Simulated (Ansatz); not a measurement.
Input and command of a plane-wave DFT calculation in Ansatz:

```yaml
crystal:
  lattice:
    - [3.5234869046, -3.0807140253, -0.0556732772]
    - [3.5234869046, 3.0807140253, -0.0556732772]
    - [-1.2671773803, 0.0, 3.1577723939]
  atoms:
    - { symbol: Bi, position: [0.2450387663, 0.2450387663, 0.1526819256] }
    - { symbol: Bi, position: [0.7549612337, 0.7549612337, 0.8473180744] }
    - { symbol: H, position: [0.3055555556, 0.6944444444, 0.0] }
    - { symbol: H, position: [0.6944444444, 0.3055555556, 0.0] }
basis:
  ecutwfc: 420
kpoints:
  mp_grid: { grid: [4, 4, 6] }
hamiltonian:
  xc: pbe
scf:
  occupations: { method: gaussian, width: 0.1 }
output:
  forces: true
  stress: true
  eigenvalues: true
```

```bash
ansatz run input.yaml --threads 2 --pin off --max-ram 5120MiB --backend cpu --events-out ev --progress --plain --runs-dir out
```

Processor: Arm Neoverse V1, 2 threads, on a host shared with other jobs.

**Question.** How long does it run, and how much memory does it take?

**Answer.** About 1.4 s on 2 threads of Arm Neoverse V1 (shared host), peak memory 0.33 GiB. It solves 20 bands at 34 k points (the mesh reduced by the symmetry that the task leaves, which can be less than the crystal's) with about 1345 plane waves, in 6 SCF iterations.